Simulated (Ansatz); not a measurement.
Input of an Ansatz 0.2.0 run:

input.yaml

```yaml
crystal:
  lattice:
    - [3.18, 0.0, 0.0]
    - [-1.59, 2.753960784, 0.0]
    - [0.0, 0.0, 5.166]
  atoms:
    - { symbol: Ga, position: [0.6666666667, 0.3333333333, 0.5] }
    - { symbol: Ga, position: [0.3333333333, 0.6666666667, 0.0] }
    - { symbol: "N", position: [0.6666666667, 0.3333333333, 0.875] }
    - { symbol: "N", position: [0.3333333333, 0.6666666667, 0.375] }
hamiltonian:
  xc: rpbe
  pseudopotentials: { kind: paw }
kpoints:
  mp_grid: { grid: [10, 10, 5] }
  band_path:
    path:
      - [[0.0, 0.0, 0.0], [0.5, 0.0, 0.0], [0.3333333333, 0.3333333333, 0.0], [0.0, 0.0, 0.0], [0.0, 0.0, 0.5], [0.5, 0.0, 0.5], [0.3333333333, 0.3333333333, 0.5], [0.0, 0.0, 0.5]]
      - [[0.5, 0.0, 0.5], [0.5, 0.0, 0.0]]
      - [[0.3333333333, 0.3333333333, 0.0], [0.3333333333, 0.3333333333, 0.5]]
    npoints: 14
scf:
  occupations: { method: fermi_dirac, width: 0.05 }
  n_extra_bands: 10
output:
  forces: true
  stress: true
  eigenvalues: true
  fatbands: false
```

Potentials or basis: Ansatz PAW.

Run with:

```console
$ ansatz run input.yaml --threads 2 --pin off --max-ram 5632MiB --backend cpu --events-out ev --progress --plain --runs-dir out
```

**Question.** Predict the largest force.

**Answer.** 0.142 eV/Å.

**Question.** What does it give for the pressure?

**Answer.** 11.5 GPa.

**Question.** What does it give for the band gap on the k mesh?

**Answer.** 2.01 eV, direct.

Stress tensor (GPa, compression positive):
```
10.81  0.00  0.00
 0.00 10.81  0.00
 0.00  0.00 12.92
```

Caveat: the pressure holds a Pulay correction of +0.5 GPa for the finite cutoff; the PAW data sets come from PBE, with cores solved anew for the run's functional, which leaves a small shift of forces and pressure.

**Measured values to compare with.**

“Studying electronic properties in GaN without electrical contacts using γ-γ vs e−-γ Perturbed Angular Correlations”, 2019, pmc:6823545 quotes, for a bulk crystal of GaN: band gap 3.503 ± 0.005 eV (direct).

Measured gap of GaN: 3.503 eV (direct; quoted in “Studying electronic properties in GaN without electrical contacts using γ-γ vs e−-γ Perturbed Angular Correlations”, 2019, pmc:6823545). This calculation gives 2.01 eV (-1.49 eV). Spin-orbit coupling on Ga is left out. The value is that of RPBE, without temperature or zero-point motion. Semilocal functionals fall short of measured gaps as a rule.
